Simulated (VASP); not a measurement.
# C3H3 in VASP: notebook, part 2 of 2

VASP 6.6.1. Earlier steps stand in the parts before.

### 4 Hyperfine couplings, r2SCAN, collinear spin, ferromagnetic start

Input file INCAR:

```
PREC     = Accurate       # precision mode
ENCUT    = 500            # plane-wave cutoff, eV
EDIFF    = 1E-7           # SCF threshold, eV
ISMEAR   = 0              # smearing method
SIGMA    = 0.01           # smearing width, eV
LREAL    = F              # projectors in reciprocal space
LASPH    = T              # aspherical terms in the spheres
NELM     = 60             # most SCF steps
ALGO     = Normal         # electronic algorithm
ISIF     = 2              # what is computed and relaxed
LWAVE    = F              # write WAVECAR
LCHARG   = F              # write CHGCAR
ISPIN    = 2              # spin polarisation
MAGMOM   = 0.167 0.167 0.167 0.167 0.167 0.167 # initial moments
LORBIT   = 11             # projections on sites
NUPDOWN  = 1              # fixed moment
METAGGA  = R2SCAN         # meta-GGA
LMIXTAU  = T            
LHYPERFINE= T            
NGYROMAG = 10.7084 42.577478
ISYM     = 0            
NCORE    = 2
```

Input file KPOINTS:

```
regular mesh
0
Gamma
  1 1 1
```

Input file POSCAR:

```
HC                                      
1.0
   11.0000000000      0.0000000000      0.0000000000
    0.0000000000      9.0000000000      0.0000000000
    0.0000000000      0.0000000000      8.0000000000
  C               H             
     3     3
Direct
     0.3624972448552973    0.4999999999220532    0.4999999939778440
     0.4745218017681126    0.4999999999783584    0.5000000035264741
     0.5986667023274176    0.5000000000322984    0.5000000121135176
     0.2652881257633486    0.4999999999364966    0.4999999941985372
     0.6495130625972727    0.6039240071059806    0.4999999977097284
     0.6495130626885444    0.3960759930248124    0.4999999984738987
```

Potentials or basis: VASP PAW PBE potentials, release 64 (C, H).

On the command line:

```sh
$ cat potpaw_PBE.64/C/POTCAR potpaw_PBE.64/H/POTCAR > POTCAR
$ mpirun -np 4 vasp_std > vasp.out
```

OUTCAR:

```text
PREC = Accurate
   ENCUT = 500
   EDIFF = 1E-7
   ISMEAR = 0
   LREAL = F
   LASPH = T
   NELM = 60
   ISIF = 2
   ISPIN = 2
   LORBIT = 11
   NUPDOWN = 1
   METAGGA = R2SCAN
   ISYM = 0

 ion  position               nearest neighbor table
   1  0.362  0.500  0.500-   4 1.07   2 1.23
   2  0.475  0.500  0.500-   1 1.23   3 1.37
   3  0.599  0.500  0.500-   5 1.09   6 1.09   2 1.37
   4  0.265  0.500  0.500-   1 1.07
   5  0.650  0.604  0.500-   3 1.09
   6  0.650  0.396  0.500-   3 1.09

IMPORTANT INFORMATION: All symmetrisations will be switched off!
NOSYMM: (Re-)initialisation of all symmetry stuff for point group C_1.

----------------------------------------------------------------------------------------

                                     Primitive cell

  volume of cell :     792.0000

  direct lattice vectors                    reciprocal lattice vectors
    11.000000000  0.000000000  0.000000000     0.090909091  0.000000000  0.000000000
     0.000000000  9.000000000  0.000000000     0.000000000  0.111111111  0.000000000
     0.000000000  0.000000000  8.000000000     0.000000000  0.000000000  0.125000000

  length of vectors
    11.000000000  9.000000000  8.000000000     0.090909091  0.111111111  0.125000000

  position of ions in fractional coordinates (direct lattice)
     0.362497245  0.500000000  0.499999994
     0.474521802  0.500000000  0.500000004
     0.598666702  0.500000000  0.500000012
     0.265288126  0.500000000  0.499999994
     0.649513063  0.603924007  0.499999998
     0.649513063  0.396075993  0.499999998

  ion indices of the primitive-cell ions
   primitive index   ion index
                 1           1
[... 164 lines left out ...]
 -----------------------------------------------------------------------------------
      3.98747      4.50000      4.00000         0.400877     -0.000001      0.000001
      5.21974      4.50000      4.00000        -0.414741     -0.000001     -0.000001
      6.58533      4.50000      4.00000         0.003412     -0.000000     -0.000003
      2.91817      4.50000      4.00000         0.286459     -0.000001      0.000001
      7.14464      5.43532      4.00000        -0.138003     -0.204840      0.000001
      7.14464      3.56468      4.00000        -0.138004      0.204843      0.000001
 -----------------------------------------------------------------------------------
    total drift:                                0.000015      0.000004     -0.000005

  FREE ENERGIE OF THE ION-ELECTRON SYSTEM (eV)
  ---------------------------------------------------
  free  energy   TOTEN  =       -36.9915223901 eV

  energy  without entropy=      -36.9915223901  energy(sigma->0) =      -36.99152239

 Fermi contact (isotropic) hyperfine coupling parameter (MHz)
 -------------------------------------------------------------
  ion      A_pw      A_1PS     A_1AE     A_1c      A_tot
 -------------------------------------------------------------
   1      32.018    32.502   146.408   -57.365   145.924
   2     -15.609   -15.874  -108.595    26.366  -108.329
   3      40.685    41.174   183.801   -73.221   183.313
   4     -38.946   -39.140   -63.577     0.000   -63.383
   5     -40.671   -40.917   -66.449     0.000   -66.203
   6     -40.671   -40.917   -66.449     0.000   -66.203
 -------------------------------------------------------------

 Dipolar hyperfine coupling parameters (MHz)
 ---------------------------------------------------------------------
  ion      A_xx      A_yy      A_zz      A_xy      A_xz      A_yz
 ---------------------------------------------------------------------
   1     -54.097   -37.983    92.081    -0.000     0.000    -0.000
   2      30.057     1.971   -32.027    -0.000     0.000    -0.000
   3     -65.163   -63.969   129.132     0.000     0.000    -0.000
   4      22.785   -22.954     0.169     0.000     0.000     0.000
   5     -15.255    13.279     1.976    25.305    -0.000    -0.000
   6     -15.255    13.279     1.976   -25.305     0.000     0.000
 ---------------------------------------------------------------------

 Total hyperfine coupling parameters after diagonalization (MHz)
 (convention: |A_zz| > |A_xx| > |A_yy|)
 ----------------------------------------------------------------------
  ion      A_xx      A_yy      A_zz     asymmetry (A_yy - A_xx)/ A_zz
 ----------------------------------------------------------------------
   1     107.940    91.827   238.004      -0.068
   2    -106.359   -78.272  -140.357      -0.200
   3     119.343   118.150   312.445      -0.004
   4     -63.214   -40.598   -86.337      -0.262
   5     -64.227   -38.141   -96.241      -0.271
   6     -64.227   -38.141   -96.241      -0.271
 ---------------------------------------------------------------------

 total charge

# of ion       s       p       d       tot
------------------------------------------
    1        0.897   1.720   0.000   2.617
    2        0.917   1.757   0.000   2.674
    3        0.857   1.729   0.000   2.586
    4        0.619   0.056   0.000   0.674
    5        0.635   0.048   0.000   0.683
    6        0.635   0.048   0.000   0.683
--------------------------------------------------
tot          4.561   5.357   0.000   9.918

 magnetization (x)

# of ion       s       p       d       tot
------------------------------------------
    1        0.024   0.271   0.000   0.295
    2       -0.017  -0.127   0.000  -0.144
    3        0.029   0.342   0.000   0.372
    4       -0.015   0.005   0.000  -0.010
    5       -0.016   0.006   0.000  -0.010
    6       -0.016   0.006   0.000  -0.010
--------------------------------------------------
tot         -0.010   0.502   0.000   0.493
```

OSZICAR:

```text
N       E                     dE             d eps       ncg     rms          rms(c)
DAV:   1     0.103138515713E+03    0.10314E+03   -0.39770E+03    56   0.675E+02
DAV:   2    -0.202591528358E+02   -0.12340E+03   -0.12000E+03    92   0.154E+02
[... 27 lines left out ...]
DAV:  30    -0.369915209994E+02   -0.92097E-05   -0.53815E-06    48   0.332E-02    0.164E-04
DAV:  31    -0.369915212664E+02   -0.26698E-06   -0.74891E-07    48   0.137E-02    0.995E-05
DAV:  32    -0.369915216899E+02   -0.42350E-06   -0.42863E-07    48   0.108E-02    0.504E-05
DAV:  33    -0.369915221312E+02   -0.44139E-06   -0.42744E-07    48   0.103E-02    0.370E-05
DAV:  34    -0.369915223085E+02   -0.17725E-06   -0.18427E-07    48   0.686E-03    0.271E-05
DAV:  35    -0.369915223901E+02   -0.81637E-07   -0.16570E-07    40   0.656E-03
   1 F= -.36991522E+02 E0= -.36991522E+02  d E =-.634397E-17  mag=     1.0000
```

stdout:

```text
POSCAR found type information on POSCAR C H
 POSCAR found :  2 types and       6 ions
 scaLAPACK will be used
 -----------------------------------------------------------------------------
|                                                                             |
|                                                                             |
|     You enforced a specific xc type in the INCAR file but a different       |
|     I HOPE YOU KNOW WHAT YOU ARE DOING!                                     |
|                                                                             |
 -----------------------------------------------------------------------------

 LDA part: xc-table for (None), standard interpolation
 POSCAR, INCAR and KPOINTS ok, starting setup
 FFT: planning ... GRIDC
 FFT: planning ... GRID_SOFT
 FFT: planning ... GRID
 WAVECAR not read
 entering main loop
```

It took 2 min on 4 MPI ranks of Intel Xeon Platinum 8488C (Sapphire Rapids), shared host; peak memory 0.4 GiB.

What came out:

```
Free energy                                           : -36.9915 eV
Largest force                                         : 0.415 eV/Å
Net moment                                            : 1.00 μB per cell
Site moments                                          : C +0.29, -0.14, +0.37; H -0.01 μB
Valence electrons inside the program's atomic spheres : C 2.62, 2.67, 2.59; H 0.67, 0.68
```

Forces in eV/Å, atoms in the order of the input:
```
C    0.401  0.000  0.000
C   -0.415  0.000  0.000
C    0.003  0.000  0.000
H    0.286  0.000  0.000
H   -0.138 -0.205  0.000
H   -0.138  0.205  0.000
```

Hyperfine coupling, principal values (MHz):
```tsv
atom	values
1 C	107.9, 91.8, 238.0
2 C	-106.4, -78.3, -140.4
3 C	119.3, 118.2, 312.4
4 H	-63.2, -40.6, -86.3
5 H	-64.2, -38.1, -96.2
6 H	-64.2, -38.1, -96.2
```

Caveat: the standard files for N, O and F lose accuracy on very short bonds; the PAW data sets were made with another functional, which shifts forces and pressure a little; the total moment is fixed, so each spin has its own Fermi level.

### 5 Hyperfine couplings, HSE06, collinear spin, ferromagnetic start

POSCAR is that of step 4.

Input file INCAR.step1:

```
PREC     = Accurate       # precision mode
ENCUT    = 500            # plane-wave cutoff, eV
EDIFF    = 1E-5           # SCF threshold, eV
ISMEAR   = 0              # smearing method
SIGMA    = 0.01           # smearing width, eV
LREAL    = F              # projectors in reciprocal space
LASPH    = T              # aspherical terms in the spheres
NELM     = 60             # most SCF steps
ALGO     = Normal         # electronic algorithm
ISIF     = 2              # what is computed and relaxed
LWAVE    = T              # write WAVECAR
LCHARG   = F              # write CHGCAR
ISPIN    = 2              # spin polarisation
MAGMOM   = 0.167 0.167 0.167 0.167 0.167 0.167 # initial moments
LORBIT   = 11             # projections on sites
NUPDOWN  = 1              # fixed moment
NGYROMAG = 10.7084 42.577478
ISYM     = 0            
NCORE    = 2            
GGA      = PE             # functional
```

Input file INCAR.step2:

```
PREC     = Accurate       # precision mode
ENCUT    = 500            # plane-wave cutoff, eV
EDIFF    = 1E-7           # SCF threshold, eV
ISMEAR   = 0              # smearing method
SIGMA    = 0.01           # smearing width, eV
LREAL    = F              # projectors in reciprocal space
LASPH    = T              # aspherical terms in the spheres
NELM     = 60             # most SCF steps
ALGO     = Normal         # electronic algorithm
ISIF     = 2              # what is computed and relaxed
LWAVE    = F              # write WAVECAR
LCHARG   = F              # write CHGCAR
ISPIN    = 2              # spin polarisation
MAGMOM   = 0.167 0.167 0.167 0.167 0.167 0.167 # initial moments
LORBIT   = 11             # projections on sites
NUPDOWN  = 1              # fixed moment
GGA      = PE             # functional
LHFCALC  = T              # exact exchange
HFSCREEN = 0.2            # screening, 1/A
PRECFOCK = Fast         
LHYPERFINE= T            
NGYROMAG = 10.7084 42.577478
ISYM     = 0            
NCORE    = 2            
ISTART   = 1
```

KPOINTS is that of step 4.

Potentials or basis: VASP PAW PBE potentials, release 64 (C, H).

On the command line:

```sh
$ cat potpaw_PBE.64/C/POTCAR potpaw_PBE.64/H/POTCAR > POTCAR
$ cp INCAR.step1 INCAR
$ mpirun -np 4 vasp_std > vasp.out
$ cp INCAR.step2 INCAR
$ mpirun -np 4 vasp_std > vasp.out
```

OUTCAR:

```text
PREC = Accurate
   ENCUT = 500
   EDIFF = 1E-7
   ISMEAR = 0
   LREAL = F
   LASPH = T
   NELM = 60
   ISIF = 2
   ISPIN = 2
   LORBIT = 11
   NUPDOWN = 1
   GGA = PE
   LHFCALC = T
   HFSCREEN = 0.2
   PRECFOCK = Fast
   ISYM = 0
   ISTART = 1

 ion  position               nearest neighbor table
   1  0.362  0.500  0.500-   4 1.07   2 1.23
   2  0.475  0.500  0.500-   1 1.23   3 1.37
   3  0.599  0.500  0.500-   5 1.09   6 1.09   2 1.37
   4  0.265  0.500  0.500-   1 1.07
   5  0.650  0.604  0.500-   3 1.09
   6  0.650  0.396  0.500-   3 1.09

IMPORTANT INFORMATION: All symmetrisations will be switched off!
NOSYMM: (Re-)initialisation of all symmetry stuff for point group C_1.

----------------------------------------------------------------------------------------

                                     Primitive cell

  volume of cell :     792.0000

  direct lattice vectors                    reciprocal lattice vectors
    11.000000000  0.000000000  0.000000000     0.090909091  0.000000000  0.000000000
     0.000000000  9.000000000  0.000000000     0.000000000  0.111111111  0.000000000
[... 211 lines left out ...]
   4     -31.266   -31.509   -51.104     0.000   -50.862
   5     -37.534   -37.831   -61.378     0.000   -61.082
   6     -37.534   -37.831   -61.378     0.000   -61.082
 -------------------------------------------------------------

 Dipolar hyperfine coupling parameters (MHz)
 ---------------------------------------------------------------------
  ion      A_xx      A_yy      A_zz      A_xy      A_xz      A_yz
 ---------------------------------------------------------------------
   1     -48.707   -34.167    82.874    -0.000     0.000    -0.000
   2      26.445    -0.914   -25.531    -0.000     0.000    -0.000
   3     -61.963   -60.810   122.773    -0.000     0.000    -0.000
   4      21.706   -21.312    -0.394    -0.000     0.000     0.000
   5     -14.627    13.135     1.492    24.714    -0.000    -0.000
   6     -14.627    13.135     1.492   -24.714     0.000     0.000
 ---------------------------------------------------------------------

 Total hyperfine coupling parameters after diagonalization (MHz)
 (convention: |A_zz| > |A_xx| > |A_yy|)
 ----------------------------------------------------------------------
  ion      A_xx      A_yy      A_zz     asymmetry (A_yy - A_xx)/ A_zz
 ----------------------------------------------------------------------
   1      73.449    58.909   190.489      -0.076
   2     -99.434   -72.075  -124.051      -0.221
   3      83.191    82.039   266.774      -0.004
   4     -51.256   -29.156   -72.174      -0.306
   5     -59.589   -33.482   -90.173      -0.290
   6     -59.589   -33.482   -90.173      -0.290
 ---------------------------------------------------------------------

 total charge

# of ion       s       p       d       tot
------------------------------------------
    1        0.898   1.719   0.000   2.616
    2        0.914   1.757   0.000   2.672
    3        0.856   1.730   0.000   2.586
    4        0.620   0.055   0.000   0.675
    5        0.635   0.048   0.000   0.683
    6        0.635   0.048   0.000   0.683
--------------------------------------------------
tot          4.558   5.358   0.000   9.915

 magnetization (x)

# of ion       s       p       d       tot
------------------------------------------
    1        0.016   0.257   0.000   0.274
    2       -0.014  -0.114   0.000  -0.128
    3        0.022   0.337   0.000   0.360
    4       -0.012   0.005   0.000  -0.007
    5       -0.014   0.006   0.000  -0.008
    6       -0.014   0.006   0.000  -0.008
--------------------------------------------------
tot         -0.016   0.498   0.000   0.481
```

OUTCAR.step1:

```text
PREC = Accurate
   ENCUT = 500
   EDIFF = 1E-5
   ISMEAR = 0
   LREAL = F
   LASPH = T
   NELM = 60
   ISIF = 2
   ISPIN = 2
[... 228 lines left out ...]
    4        0.619   0.054   0.000   0.673
    5        0.633   0.047   0.000   0.680
    6        0.633   0.047   0.000   0.680
--------------------------------------------------
tot          4.538   5.375   0.000   9.913

 magnetization (x)

# of ion       s       p       d       tot
------------------------------------------
    1        0.014   0.237   0.000   0.251
    2       -0.010  -0.074   0.000  -0.084
    3        0.019   0.315   0.000   0.334
    4       -0.010   0.005   0.000  -0.005
    5       -0.012   0.005   0.000  -0.006
    6       -0.012   0.005   0.000  -0.006
--------------------------------------------------
tot         -0.010   0.493   0.000   0.483
```

Wall time 3.5 min (4 MPI ranks of Intel Xeon Platinum 8488C (Sapphire Rapids), shared host); peak memory 0.45 GiB.

Results:

```
Free energy                                           : -40.3502 eV
Largest force                                         : 0.807 eV/Å
Net moment                                            : 1.00 μB per cell
Site moments                                          : C +0.27, -0.13, +0.36; H -0.01 μB
Valence electrons inside the program's atomic spheres : C 2.62, 2.67, 2.59; H 0.68
```

Forces in eV/Å, atoms in the order of the input:
```
C    0.793  0.000  0.000
C   -0.807  0.000  0.000
C    0.082  0.000  0.000
H    0.240  0.000  0.000
H   -0.155 -0.206  0.000
H   -0.155  0.206  0.000
```

Hyperfine coupling, principal values (MHz):
```tsv
atom	values
1 C	73.4, 58.9, 190.5
2 C	-99.4, -72.1, -124.1
3 C	83.2, 82.0, 266.8
4 H	-51.3, -29.2, -72.2
5 H	-59.6, -33.5, -90.2
6 H	-59.6, -33.5, -90.2
```

Caveat: the standard files for N, O and F lose accuracy on very short bonds; the PAW data sets were made with another functional, which shifts forces and pressure a little; the total moment is fixed, so each spin has its own Fermi level.

### 6 The runs side by side

```tsv
level	potentials or basis	grid for exact exchange (PRECFOCK)	screening parameter	moment (μB)	largest force (eV/Å)
LDA	VASP PAW LDA potentials, release 64 (C, H)	-	-	1.00	0.72
PBE	VASP PAW PBE potentials, release 64 (C, H)	-	-	1.00	0.01
r2SCAN	VASP PAW PBE potentials, release 64 (C, H)	-	-	1.00	0.41
HSE06	VASP PAW PBE potentials, release 64 (C, H)	Fast	0.2 1/A	1.00	0.81
```

Alike in all rows: task hyperfine couplings; spin collinear, ferromagnetic start; fixed moment (μB) 1; cell as given; k mesh 1 × 1 × 1; cutoff (eV) 500; smearing gaussian 0.01 eV.

Caveats: the standard files for N, O and F lose accuracy on very short bonds; the total moment is fixed, so each spin has its own Fermi level; the PAW data sets were made with another functional, which shifts forces and pressure a little (some runs).

Total energies depend on the potentials used, so only differences within one code and one set of settings carry meaning.
